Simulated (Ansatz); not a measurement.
An Ansatz input:

```yaml
crystal:
  lattice:
    - [0.0, 1.7982425328, 1.7982425328]
    - [1.7982425328, 0.0, 1.7982425328]
    - [1.7982425328, 1.7982425328, 0.0]
  atoms:
    - { symbol: Cr, position: [0.0, 0.0, 0.0], spin: 1.5 }
hamiltonian:
  xc: mr2scan
  pseudopotentials:
    kind: paw
    azcp:
      Cr: "pseudopotentials/Cr.paw.azcp"
basis:
  ecutwfc: 500
  fft_grid_basis: typed
kpoints:
  mp_grid: { grid: [17, 17, 17], shift: [0, 0, 0] }
magnetization:
  spin_polarized: true
scf:
  occupations: { method: fermi_dirac, width: 0.05 }
  lower_state_search: "off"
output:
  stress: true
```

Output

```
Engine: ansatz 0.2.0, aarch64-unknown-linux-gnu
Pseudopotentials: kind: paw
Pseudopotential: Cr, paw, valence charge 14, recommended cutoff 500 eV (meta_gga) 
Functional definition: m-r2SCAN
  exchange = m_r2scan_x
  correlation = m_r2scan_c
Crystal: 1 atoms, lattice volume = 11.630 Å³
Basis set: ecut = 500 eV, 283 PW (Γ), exchange–correlation on 80×80×80 points (64 copies of the dense FFT grid, shifted against one another)
Bands: 12, of which v1, the nominal top of the filled ones, is band 7 counted from 1 (6 counted from 0)
Symmetry: 48 space group operations
Space group: Fm-3m (ITA 225), of the structure as read, at distance tolerance 2.3e-5 Å
Magnetic group: BNS 225.116 (UNI 1618), of the structure as read, at distance tolerance 2.3e-5 Å
k-points: 165 of 4913
Non-local potential: Cr, projectors of the file, l = 0: 3, l = 1: 2, l = 2: 3, l = 3: 1
PAW form: soft (Blöchl's): semilocal exchange-correlation on the pseudo side does not see the compensation charge
PAW frozen core: Cr, regenerated for the run's functional (the file was generated under x = pbe(κ = 0.804, μ = 0.2195149727645171), c = pbe(β = 0.06672455060314922))
PAW one-centre angular grid: Cr, 590 points (default); XC on 160 Gauss nodes
Initial density: superposition of atomic densities (chi_scale 0.1, normalization cell)
Starting moments: Σ|m| = 1.5 μB on 1 of 1 site
Initial wavefunctions: pseudopotential atomic-orbital guess
Functional: x = mr2scan, c = mr2scan; τ floored in thin density (d = 2e-4 eV/Å³)
SCF iter   1: F=-3379.265606 eV  HF=-3383.076915 eV  |F-HF|=3.81e0  |Δ(HF+E_count)|=         —  Δρ=2.03e-1 (↑2.03e-1 ↓5.55e-2)  dr2=5.26e0  dr2_τ=4.29e-2  dr2_m=8.77e-1  M=0.732 μB ∫|m|=0.732 μB  β_m=0.30  ethr=3.10e-3  ⟨swp⟩=3.9  Hψ=19642  notcnv=0
SCF iter   2: F=-3381.867037 eV  HF=-3381.770650 eV  |F-HF|=9.64e-2  |Δ(HF+E_count)|=    1.31e0  Δρ=7.10e-2 (↑7.10e-2 ↓4.77e-2)  dr2=2.27e-1  dr2_τ=1.96e-2  dr2_m=3.20e-1  M=0.801 μB ∫|m|=0.801 μB  β_m=0.30  ethr=3.10e-3  ⟨swp⟩=2.0  Hψ=11729  notcnv=0  defer=116  κ⁻¹=1.0e0(r=1)
SCF iter   3: F=-3381.930557 eV  HF=-3381.868332 eV  |F-HF|=6.22e-2  |Δ(HF+E_count)|=   9.77e-2  Δρ=4.70e-2 (↑4.70e-2 ↓4.70e-2)  dr2=3.71e-2  dr2_τ=8.33e-3  dr2_m=2.15e-1  M=0.725 μB ∫|m|=0.725 μB  β_m=0.30  ethr=1.62e-3  ⟨swp⟩=2.3  Hψ=8105  notcnv=0  defer=107  κ⁻¹=1.5e-3(r=2)
SCF iter   4: F=-3381.945245 eV  HF=-3381.910025 eV  |F-HF|=3.52e-2  |Δ(HF+E_count)|=   4.17e-2  Δρ=4.18e-2 (↑3.42e-2 ↓4.18e-2)  dr2=6.04e-3  dr2_τ=4.84e-3  dr2_m=1.53e-1  M=0.651 μB ∫|m|=0.651 μB  β_m=0.30  ethr=2.65e-4  ⟨swp⟩=2.7  Hψ=8691  notcnv=0  defer=107  κ⁻¹=4.0e-6(r=3)
SCF iter   5: F=-3381.954398 eV  HF=-3381.933419 eV  |F-HF|=2.10e-2  |Δ(HF+E_count)|=   2.34e-2  Δρ=3.87e-2 (↑3.87e-2 ↓2.93e-2)  dr2=9.76e-3  dr2_τ=3.60e-3  dr2_m=1.22e-1  M=0.575 μB ∫|m|=0.575 μB  β_m=0.30  ethr=4.31e-5  ⟨swp⟩=2.0  Hψ=8871  notcnv=0  defer=107  κ⁻¹=1.9e-6(r=4)
SCF iter   6: F=-3381.968297 eV  HF=-3381.946814 eV  |F-HF|=2.15e-2  |Δ(HF+E_count)|=   1.34e-2  Δρ=2.97e-2 (↑2.80e-2 ↓2.97e-2)  dr2=3.10e-4  dr2_τ=2.45e-3  dr2_m=8.88e-2  M=0.517 μB ∫|m|=0.517 μB  β_m=0.30  ethr=4.31e-5  ⟨swp⟩=2.2  Hψ=9039  notcnv=0  defer=107  κ⁻¹=7.4e-8(r=5)
SCF iter   7: F=-3381.973643 eV  HF=-3381.959486 eV  |F-HF|=1.42e-2  |Δ(HF+E_count)|=   1.27e-2  Δρ=2.77e-2 (↑2.77e-2 ↓2.29e-2)  dr2=2.65e-3  dr2_τ=1.79e-3  dr2_m=6.81e-2  M=0.463 μB ∫|m|=0.463 μB  β_m=0.30  ethr=2.21e-6  ⟨swp⟩=2.0  Hψ=9340  notcnv=0  defer=104  κ⁻¹=1.2e-8(r=6)
SCF iter   8: F=-3381.979700 eV  HF=-3381.967724 eV  |F-HF|=1.20e-2  |Δ(HF+E_count)|=   8.24e-3  Δρ=2.26e-2 (↑2.26e-2 ↓2.09e-2)  dr2=3.22e-4  dr2_τ=1.28e-3  dr2_m=5.03e-2  M=0.418 μB ∫|m|=0.418 μB  β_m=0.30  ethr=2.21e-6  ⟨swp⟩=2.2  Hψ=8302  notcnv=0  defer=102  κ⁻¹=5.4e-10(r=7)
...
SCF iter  19: F=-3381.998188 eV  HF=-3381.998188 eV  |F-HF|=1.83e-7  |Δ(HF+E_count)|=   6.41e-6  Δρ=9.02e-6 (↑7.54e-6 ↓9.02e-6)  dr2=1.14e-9  dr2_τ=2.18e-10  dr2_m=6.60e-9  M=0.001 μB ∫|m|=0.001 μB  β_m=1.20  ethr=4.27e-12  ⟨swp⟩=3.9  Hψ=10748  notcnv=0  κ⁻¹=3.9e-7(r=8)
iter 20 did not close the SCF: its close was put off for a magnetic moment that had not settled (scf_convergence_deferred on its scf_iter line)
SCF iter  20: F=-3381.998188 eV  HF=-3381.998188 eV  |F-HF|=1.95e-8  |Δ(HF+E_count)|=   2.12e-7  Δρ=2.71e-6 (↑2.32e-6 ↓2.71e-6)  dr2=5.95e-11  dr2_τ=2.07e-11  dr2_m=6.33e-10  M=0.000 μB ∫|m|=0.000 μB  β_m=1.20  ethr=4.27e-12  ⟨swp⟩=3.0  Hψ=9960  notcnv=0  κ⁻¹=3.1e-7(r=8)
SCF iter  21: F=-3381.998188 eV  HF=-3381.998188 eV  |F-HF|=5.53e-10  |Δ(HF+E_count)|=   2.38e-8  Δρ=1.59e-7 (↑1.59e-7 ↓1.49e-7)  dr2=1.43e-12  dr2_τ=1.85e-13  dr2_m=1.27e-12  M=0.000 μB ∫|m|=0.000 μB  ethr=1.00e-12  ⟨swp⟩=1.0  Hψ=11674  notcnv=0
WARN: the starting moments were not kept: the SCF closed with an absolute magnetisation of 5.0e-6 μB, where they sum to 1.5 μB in size (1 site). That is at most 0.1 of that sum. Measured as dr2_m measures the in/out step, that magnetisation stands 1.7e-11 eV from none, at or under the dr2_threshold of 1.0e-7 eV: it is no larger than a step whose dr2_m would equal this threshold. The system may hold no moment; this SCF shows only that its start led to no more than that. To try another start: raise the starting moments (crystal.atoms[].spin, magnetization.per_species, magnetization.initial_magnetization, or on a non-collinear deck that types none of these the spinor_matrix: blocks that start its atoms; where the total moment is fixed, keep their sum and leave initial_magnetization as it is; typed ones take the place of any that the run laid by itself, positive ones on a crystal's lanthanoids without a Hubbard term where scf.initial_density.shell_occupations: [] is typed) or, if the notice of its spin-set hold's release reads "site moments contracting" or "site moments show no strong build", lengthen the hold (scf.mixing.spin_hold: { on: { confirm: 4 } }; for m-r²SCAN on two components see the key's manual first). Each may lead to a state that holds a moment. A second SCF, from the converged charge density, with the starting moments and any scf.initial_density.shell_occupations laid on it anew, would have followed, and was not run: the deck does not ask for one (magnetization.retry_lost_moments is false, the default). To let it run, set magnetization.retry_lost_moments: true and run the deck again, where that key's refused combinations let it; where memory then withholds it, that run's warning says so.
SCF 1 converged in 21 iterations: F = -3381.998188 eV  dr2 = 1.43e-12
this state was not tested for a lower state beside it, because the mixer in use, unlike msr1, does not test its closes by its own steps (another_mixer; see scf.mixing.algorithm and scf.lower_state_search)
SCF converged after 21 iterations
Magnetization: 0.0000 μB (7.0000 up, 7.0000 down)
Absolute magnetization: 0.0000 μB (∫|ρ↑−ρ↓|, with the PAW one-centre terms)
Spin contamination: 0.0000 ħ² per cell (⟨S²⟩ above its minimum at these occupations)
Per-site moments (μB) at R_I (Å): [(3.640442689932734e-6, 1.049028328557786)]
Free energy (F): -3381.998188 eV
Harris-Foulkes:  -3381.998188 eV  (|F-HF|=5.53e-10)
Internal energy: -3381.984198 eV  (E = F + TS)
E sigma→0 (E₀):  -3381.991193 eV
Entropy (-TS):   -0.013991 eV (-13.991 meV/atom)
Fermi energy:    18.943338 eV
--- Per-component energies (eV) ---
  E_band       = -162.274469
  E_kinetic    = 343.868638
  E_local      = -1180.673453  (includes V_loc(G=0)·N_el)
  E_nonlocal   = 79.084059
  E_hartree    = 515.222615
  E_xc         = -137.897333
  E_vxc        = -200.710079  (∫ρ·V_xc dr)
  E_paw        = -1202.338437  (= ΣΔE_a)
  E_vpaw       = -246.976428  (= ΣTr[D̂ρ^β])
  E_aug_tail   = 0.000197  (compensation charges beyond the density's cutoff)
  E_vtau       = 12.687340  (kinetic-family band-sum trace: ∫τ·v_τ [+ j·A + Jᵃ·Aᵃ] dr)
  E_ewald      = -1798.978155
  E_core_change = -0.272327  (= ΣΔE_core)
  E_smearing   = -0.013991  (= −TS)
  E_closure    = 0.000000  (closes the sum)
  Σ components = -3381.998188   (vs F -3381.998188, Δ=0.00e0)
--- Stress (GPa, compression-positive) ---
        0.081094       0.000000      -0.000000
        0.000000       0.081094       0.000000
       -0.000000       0.000000       0.081094
  P = ⅓ Tr σ = 0.0811 GPa (0.811 kbar)
```
